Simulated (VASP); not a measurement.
# Mo (Im-3m) in VASP: elastic constants with PBEsol

Aim: the elastic constants of Mo with PBEsol.

Everything below comes from runs of VASP 6.6.1. Logs are shortened: lines on timing, memory, paths and dates and some standing lists are left out, and cuts for length are marked.

## Step 1: The structure

It takes space group Im-3m (No. 229, cubic). Conventional cell: a = 3.132 Å, b = 3.132 Å, c = 3.132 Å, α = 90.00°, β = 90.00°, γ = 90.00°. Mo (site symmetry m-3m) is surrounded by 8 Mo at 2.71 Å.

The cell was built by a generator and needn't be a form met in nature.

## Step 2: Elastic constants, PBEsol

The input, POSCAR:

```
Mo
1.0
   -1.5661208369      1.5661208369      1.5661208369
    1.5661208369     -1.5661208369      1.5661208369
    1.5661208369      1.5661208369     -1.5661208369
  Mo
     1
Direct
     0.0000000000000000    0.0000000000000000    0.0000000000000000
```

The input, INCAR.step1:

```
PREC = Accurate
ENCUT = 600
EDIFF = 1E-8
ISMEAR = 1
SIGMA = 0.2
LREAL = F
LASPH = T
NELM = 60
ALGO = Normal
ISIF = 3
LWAVE = F
LCHARG = F
GGA = PS
KPAR = 8
IBRION = 2
NSW = 40
EDIFFG = -0.002
```

The input, INCAR.step2:

```
PREC = Accurate
ENCUT = 600
EDIFF = 1E-8
ISMEAR = 1
SIGMA = 0.2
LREAL = F
LASPH = T
NELM = 60
ALGO = Normal
ISIF = 3
LWAVE = F
LCHARG = F
GGA = PS
KPAR = 8
IBRION = 6
NFREE = 2
POTIM = 0.015
NSW = 1
```

The input, KPOINTS:

```
regular mesh
0
Gamma
  24 24 24
```

Potentials or basis: VASP PAW PBE potentials, release 64 (Mo_sv).

Launch:

```sh
> cat potpaw_PBE.64/Mo_sv/POTCAR > POTCAR
> cp INCAR.step1 INCAR
> mpirun -np 8 vasp_std > vasp.out
> cp CONTCAR POSCAR
> cp INCAR.step2 INCAR
> mpirun -np 8 vasp_std > vasp.out
```

OUTCAR:

```text
PREC = Accurate
   ENCUT = 600
   EDIFF = 1E-8
   ISMEAR = 1
   LREAL = F
   LASPH = T
   NELM = 60
   ISIF = 3
   GGA = PS
   IBRION = 6
   NFREE = 2
   POTIM = 0.015
   NSW = 1

 ion  position               nearest neighbor table
   1  0.000  0.000  0.000-

  LATTYP: Found a body centered cubic cell.
 ALAT       =     3.1313139822

  Lattice vectors:

 A1 = (  -1.5656569911,   1.5656569911,   1.5656569911)
 A2 = (   1.5656569911,  -1.5656569911,   1.5656569911)
 A3 = (   1.5656569911,   1.5656569911,  -1.5656569911)

Analysis of symmetry for initial positions (statically):
=====================================================================
 Subroutine PRICEL returns:
 Original cell was already a primitive cell.

 Routine SETGRP: Setting up the symmetry group for a
 body centered cubic supercell.

 Subroutine GETGRP returns: Found 48 space group operations
 (whereof 48 operations were pure point group operations)
 out of a pool of 48 trial point group operations.

The static configuration has the point symmetry O_h .

Analysis of symmetry for dynamics (positions and initial velocities):
=====================================================================
 Subroutine PRICEL returns:
 Original cell was already a primitive cell.

 Routine SETGRP: Setting up the symmetry group for a
 body centered cubic supercell.

 Subroutine GETGRP returns: Found 48 space group operations
 (whereof 48 operations were pure point group operations)
 out of a pool of 48 trial point group operations.

The dynamic configuration has the point symmetry O_h .

 Subroutine INISYM returns: Found 48 space group operations
 (whereof 48 operations are pure point group operations),
 and found     1 'primitive' translations

----------------------------------------------------------------------------------------

                                     Primitive cell

  volume of cell :      15.3515

  direct lattice vectors                    reciprocal lattice vectors
    -1.565656991  1.565656991  1.565656991     0.000000000  0.319354752  0.319354752
     1.565656991 -1.565656991  1.565656991     0.319354752  0.000000000  0.319354752
     1.565656991  1.565656991 -1.565656991     0.319354752  0.319354752  0.000000000

  length of vectors
     2.711797456  2.711797456  2.711797456     0.451635821  0.451635821  0.451635821

  position of ions in fractional coordinates (direct lattice)
     0.000000000  0.000000000  0.000000000

  ion indices of the primitive-cell ions
   primitive index   ion index
                 1           1

----------------------------------------------------------------------------------------

 KPOINTS: regular mesh

Automatic generation of k-mesh.
 Grid dimensions read from file:
 generate k-points for:   24   24   24

 Generating k-lattice:

  Cartesian coordinates                     Fractional coordinates (reciprocal lattice)
     0.000000000  0.013306448  0.013306448     0.041666667  0.000000000  0.000000000
     0.013306448  0.000000000  0.013306448     0.000000000  0.041666667  0.000000000
     0.013306448  0.013306448  0.000000000     0.000000000  0.000000000  0.041666667

  Length of vectors
     0.018818159  0.018818159  0.018818159

[... 100 lines left out ...]
  ext. energy  EPLUGINS =         0.00000000
  ---------------------------------------------------
  free energy    TOTEN  =       -11.77792974 eV

  energy without entropy =      -11.77795750  energy(sigma->0) =      -11.77793899

------------------------ aborting loop because EDIFF is reached ----------------------------------------

  FORCE on cell =-STRESS in cart. coord.  units (eV):
  Direction    XX          YY          ZZ          XY          YZ          ZX
  --------------------------------------------------------------------------------------
  -------------------------------------------------------------------------------------
  Total        0.0004738      0.0004738      0.0004738      0.0000000      0.0000000      0.0000000
  in kB        0.0494441      0.0494441      0.0494441      0.0000000      0.0000000      0.0000000
  external PRESSURE =       0.0494441 kB  Pullay stress =       0.0000000 kB
[... 86 lines left out ...]
  FREE ENERGIE OF THE ION-ELECTRON SYSTEM (eV)
  ---------------------------------------------------
  free  energy   TOTEN  =       -11.7724525511 eV

  energy  without entropy=      -11.7725801489  energy(sigma->0) =      -11.77249508

[... ionic steps 4 to 12 ...]

--------------------------------------- Ionic step       13  -------------------------------------------

 number of electron      14.0000001 magnetization

------------------------ aborting loop because EDIFF is reached ----------------------------------------
[... 65 lines left out ...]
--------------------------------------- Ionic step       15  -------------------------------------------

 number of electron      14.0000000 magnetization

 Free energy of the ion-electron system (eV)
  ---------------------------------------------------
  ext. energy  EPLUGINS =         0.00000000
  ---------------------------------------------------
  free energy    TOTEN  =       -11.77792934 eV

  energy without entropy =      -11.77795710  energy(sigma->0) =      -11.77793860

 E-fermi :  12.8065     XC(G=0): -13.6312

 val. band max:       12.8013542471   @ k =  -0.1250   0.1250   0.1250
 cond. band min:      12.8122522721   @ k =  -0.2917   0.3750   0.1667
 fundamental gap:      0.0108980250
 Fermi energy:        12.8064948918

 k-point     1 :       0.0000    0.0000    0.0000
  band No.  band energies     occupation
      1     -48.4402      2.00000
      2     -21.6848      2.00000
      3     -21.6848      2.00000
      4     -21.6848      2.00000
      5       5.4137      2.00000
      6      11.3542      2.00000
      7      11.3542      2.00000
      8      11.3542      2.00000
      9      14.4373     -0.00000
     10      14.4373     -0.00000
     11      27.5927      0.00000
[... 309 lines left out ...]
 k-point    24 :       0.4583    0.0417    0.0000
  band No.  band energies     occupation
      1     -48.1530      2.00000
      2     -23.1642      2.00000
      3     -22.1643      2.00000
      4     -21.7089      2.00000
      5       7.3571      2.00000
      6       9.2824      2.00000
      7      14.0000     -0.00000
      8      14.4790     -0.00000
      9      15.3490     -0.00000
     10      17.7634      0.00000
     11      24.6551      0.00000

 [... further k-points ...]

------------------------ aborting loop because EDIFF is reached ----------------------------------------

  FORCE on cell =-STRESS in cart. coord.  units (eV):
  Direction    XX          YY          ZZ          XY          YZ          ZX
  --------------------------------------------------------------------------------------
  -------------------------------------------------------------------------------------
  Total        0.0003943      0.0003943      0.0003943     -0.0000000      0.0000000      0.0000000
  in kB        0.0411510      0.0411510      0.0411510     -0.0000000      0.0000000      0.0000000
  external PRESSURE =       0.0411510 kB  Pullay stress =       0.0000000 kB
[... 16 lines left out ...]
  FREE ENERGIE OF THE ION-ELECTRON SYSTEM (eV)
  ---------------------------------------------------
  free  energy   TOTEN  =       -11.7779293434 eV

  energy  without entropy=      -11.7779571003  energy(sigma->0) =      -11.77793860

 INTERNAL STRAIN TENSORS FROM STRAINED CELLS
 ============================================

 INTERNAL STRAIN TENSOR FOR ION    1 for displacements in x,y,z  (eV/Angst):
          X           Y           Z          XY          YZ          ZX
  --------------------------------------------------------------------------------
  x    -0.00000     0.00000    -0.00000    -0.00000     0.00000    -0.00000
  y    -0.00000    -0.00000     0.00000     0.00000     0.00000    -0.00000
  z    -0.00000    -0.00000    -0.00000     0.00000    -0.00000     0.00000

 INTERNAL STRAIN TENSORS FROM DISPLACED ATOMS
 ============================================

 INTERNAL STRAIN TENSOR FOR ION    1 for displacements in x,y,z  (eV/Angst):
          X           Y           Z          XY          YZ          ZX
  --------------------------------------------------------------------------------
  x     0.00000     0.00000     0.00000     0.00000     0.00000     0.00000
  y     0.00000     0.00000     0.00000     0.00000     0.00000     0.00000
  z     0.00000     0.00000     0.00000     0.00000     0.00000     0.00000

 Eigenvectors and eigenvalues of the dynamical matrix
 ----------------------------------------------------

   1 f/i=    0.000000 THz     0.000000 2PiTHz    0.000000 cm-1     0.000000 meV
             X         Y         Z           dx          dy          dz
      0.000000  0.000000  0.000000    -0.409657    0.912239    0.000000

   2 f/i=    0.000000 THz     0.000000 2PiTHz    0.000000 cm-1     0.000000 meV
             X         Y         Z           dx          dy          dz
      0.000000  0.000000  0.000000    -0.912239   -0.409657    0.000000

   3 f/i=    0.000000 THz     0.000000 2PiTHz    0.000000 cm-1     0.000000 meV
             X         Y         Z           dx          dy          dz
      0.000000  0.000000  0.000000     0.000000    0.000000    1.000000

--------------------------------------------------------------------------------------------------------

 ELASTIC MODULI CONTR FROM IONIC RELAXATION (kBar)
 Direction    XX          YY          ZZ          XY          YZ          ZX
 --------------------------------------------------------------------------------
 XX           0.0000      0.0000      0.0000      0.0000      0.0000      0.0000
 YY           0.0000      0.0000      0.0000      0.0000      0.0000      0.0000
 ZZ           0.0000      0.0000      0.0000      0.0000      0.0000      0.0000
 XY           0.0000      0.0000      0.0000      0.0000      0.0000      0.0000
 YZ           0.0000      0.0000      0.0000      0.0000      0.0000      0.0000
 ZX           0.0000      0.0000      0.0000      0.0000      0.0000      0.0000
 --------------------------------------------------------------------------------

 TOTAL ELASTIC MODULI (kBar)
 Direction    XX          YY          ZZ          XY          YZ          ZX
 --------------------------------------------------------------------------------
 XX        4920.5900   1756.3352   1756.3352     -0.0000      0.0000     -0.0000
 YY        1756.3352   4920.5900   1756.3352      0.0000      0.0000      0.0000
 ZZ        1756.3352   1756.3352   4920.5900      0.0000      0.0000     -0.0000
 XY          -0.0000      0.0000      0.0000   1043.5280     -0.0000      0.0000
 YZ           0.0000      0.0000      0.0000     -0.0000   1043.5280      0.0000
 ZX          -0.0000      0.0000     -0.0000      0.0000      0.0000   1043.5280
 --------------------------------------------------------------------------------
```

Wall time 6.4 min (8 MPI ranks of Intel Xeon Platinum 8488C (Sapphire Rapids), shared host); peak memory 1.2 GiB.

Results:

| Item | Value |
| --- | --- |
| Relaxed volume | 15.35 Å³/atom |
| Relaxed cell | a = 2.712 Å, b = 2.712 Å, c = 2.712 Å, α = 109.47°, β = 109.47°, γ = 109.47° |
| Space group after relaxing (to 0.05 Å) | Im-3m (No. 229) |
| Elastic constants C11, C12, C44 | 492, 176, 104 GPa |
| Voigt bulk modulus | 281 GPa |

Final structure:
```
Mo
1.0
    -1.56566    1.56566    1.56566
     1.56566   -1.56566    1.56566
     1.56566    1.56566   -1.56566
Mo
1
Cartesian
  0.0000 0.0000 0.0000
```

Elastic tensor in Voigt notation (GPa, in the Cartesian axes of the cell as first typed):
```
492 176 176   0   0   0
176 492 176   0   0   0
176 176 492   0   0   0
  0   0   0 104   0   0
  0   0   0   0 104   0
  0   0   0   0   0 104
```

Clamped-ion elastic tensor (GPa):
```
492 176 176   0   0   0
176 492 176   0   0   0
176 176 492   0   0   0
  0   0   0 104   0   0
  0   0   0   0 104   0
  0   0   0   0   0 104
```

Caveat: the PAW data sets were made with another functional, which shifts forces and pressure a little.
